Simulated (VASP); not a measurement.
## AlAs: band structure with PBE

AlAs:

```xyz
2
Lattice="0.0000 2.8304 2.8304 2.8304 0.0000 2.8304 2.8304 2.8304 0.0000" Properties=species:S:1:pos:R:3 pbc="T T T"
As    4.2456    4.2456    4.2456
Al    0.0000    0.0000    0.0000
```

| Quantity | Value |
| --- | --- |
| Program | VASP 6.6.1 |
| Task | band structure |
| Functional | PBE |
| Potentials or basis | VASP PAW PBE potentials, release 64 (As, Al) |
| Cutoff | 250 eV |
| k mesh | 4 × 4 × 4 |
| Occupations | gaussian, width 0.02 eV |
| Spin | no spin polarisation |
| Further INCAR settings | ALGO = Fast; EDIFF = 1e-06; NBANDS = 11 |

```yaml
Band_gap_on_the_k_mesh: 1.41 eV, indirect (least direct gap 2.05 eV)
Band_gap_along_the_path: 1.41 eV, indirect (least direct gap 2.05 eV)
```

Levels at the corners of the path, in eV from the valence-band top:
```
point  band 1  band 2  band 3  band 4  band 5  band 6  band 7  band 8  band 9
    Γ  -11.87    0.00    0.00    0.00    2.05    4.26    4.26    4.26    8.85
    X   -9.89   -5.46   -2.19   -2.19    1.41    2.27   10.33   10.33   11.78
    X   -9.89   -5.46   -2.19   -2.19    1.41    2.27   10.33   10.33   11.78
    W   -9.85   -5.11   -3.19   -2.84    4.32    5.63    5.68    6.04   10.61
    W   -9.85   -5.11   -3.19   -2.84    4.32    5.63    5.68    6.04   10.61
    K   -9.92   -5.20   -3.43   -1.81    2.21    4.96    8.15    8.32    8.73
    K   -9.92   -5.20   -3.43   -1.81    2.21    4.96    8.15    8.32    8.73
    Γ  -11.87    0.00    0.00    0.00    2.05    4.26    4.26    4.26    8.85
    Γ  -11.87    0.00    0.00    0.00    2.05    4.26    4.26    4.26    8.85
    L  -10.44   -5.59   -0.83   -0.83    2.12    4.65    4.65    7.74   11.19
    L  -10.44   -5.59   -0.83   -0.83    2.12    4.65    4.65    7.74   11.19
    U   -9.92   -5.20   -3.43   -1.81    2.21    4.96    8.15    8.32    8.73
    U   -9.92   -5.20   -3.43   -1.81    2.21    4.96    8.15    8.32    8.73
    W   -9.85   -5.11   -3.19   -2.84    4.32    5.63    5.68    6.04   10.61
    W   -9.85   -5.11   -3.19   -2.84    4.32    5.63    5.68    6.04   10.61
    L  -10.44   -5.59   -0.83   -0.83    2.12    4.65    4.65    7.74   11.19
    L  -10.44   -5.59   -0.83   -0.83    2.12    4.65    4.65    7.74   11.20
    K   -9.92   -5.20   -3.43   -1.81    2.21    4.96    8.15    8.32    8.73
    U   -9.92   -5.20   -3.43   -1.81    2.21    4.96    8.15    8.32    8.73
    X   -9.89   -5.46   -2.19   -2.19    1.41    2.27   10.33   10.33   11.78
```

It took 7.7 s on 1 thread of Intel(R) Xeon(R) Platinum 8488C (Sapphire Rapids), on a shared host, peak memory 0.13 GiB.

Caveat: the k mesh is coarse (spacing up to 0.48 Å⁻¹), so the values aren't converged; the log is that of the step along the path at fixed density, whose energy, stress, charges and moments have no meaning. PBE gaps usually lie below the measured ones, often by a third to a half.
